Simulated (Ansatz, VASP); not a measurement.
# KF (Carobbiite): VASP beside Ansatz

File INCAR:

```
PREC = Accurate
ENCUT = 600
EDIFF = 1E-7
ISMEAR = -1
SIGMA = 0.05
LREAL = False
LASPH = True
NELM = 100
ALGO = Normal
ISIF = 3
LWAVE = False
LCHARG = False
GGA = CA
IBRION = 2
NSW = 60
EDIFFG = -0.01
```

Contents of KPOINTS:

```
Automatic mesh
0
Gamma
  9 9 9
```

POSCAR

```
KF
1.0
    0.0000000000      2.6718500000      2.6718500000
    2.6718500000      0.0000000000      2.6718500000
    2.6718500000      2.6718500000      0.0000000000
K F
1 1
Direct
    0.0000000000      0.0000000000      0.0000000000
    0.5000000000      0.5000000000      0.5000000000
```

input.yaml

```yaml
crystal:
  lattice:
    - [0.0, 2.67185, 2.67185]
    - [2.67185, 0.0, 2.67185]
    - [2.67185, 2.67185, 0.0]
  atoms:
    - { symbol: K, position: [0.0, 0.0, 0.0] }
    - { symbol: F, position: [0.5, 0.5, 0.5] }
hamiltonian:
  xc: lda
  pseudopotentials: { kind: paw }
kpoints:
  mp_grid: { grid: [9, 9, 9] }
scf:
  occupations: { method: fermi_dirac, width: 0.05 }
output:
  forces: true
  stress: true
  eigenvalues: true
relax:
  f_tol: 0.01
  max_steps: 40
  cell: { stress_tol: 0.05 }
```

Alike in both runs: task relaxation of cell and atoms; functional LDA; k mesh 9 × 9 × 9; occupations fermi-dirac, width 0.05 eV; no spin polarisation.

```csv
,VASP,Ansatz
version,VASP 6.6.1,Ansatz 0.2.0
potentials or method,"VASP PAW LDA potentials, release 64 (K_sv, F)",Ansatz PAW
plane-wave cutoff (eV),600,420
valence electrons in the cell,16,16
```

Ansatz gave:

| Item | Value |
| --- | --- |
| gap on the k mesh at the Fermi level, each at its own relaxed structure (eV) | 6.37 |
| relaxed volume (Å³/atom) | 17.20 |
| relaxed cell length with the largest relative difference (Å) | 3.650 |
| energy change over the relaxation (meV/atom) | -23 |

Task: Estimate VASP's values.

Result: gap on the k mesh at the Fermi level, each at its own relaxed structure (eV): 6.34; relaxed volume (Å³/atom): 17.24; relaxed cell length with the largest relative difference (Å): 3.654; energy change over the relaxation (meV/atom): -22.

Caveats: an odd mesh through Γ misses points on the zone boundary, where band edges often lie (VASP); odd divisions of the mesh miss points on the zone boundary, where band edges often lie, so the gap on the mesh can be too wide (Ansatz); the plane-wave basis is chosen anew once the cell has moved, so the energies of steps on either side of that aren't comparable (Ansatz); the pressure holds a Pulay correction of +0.5 GPa for the finite cutoff (Ansatz); the PAW data sets come from PBE, with cores solved anew for the run's functional, which leaves a small shift of forces and pressure (Ansatz). Expect the measured gap to be larger: semilocal functionals such as LDA lack the derivative discontinuity. LDA usually gives volumes a few per cent too small.
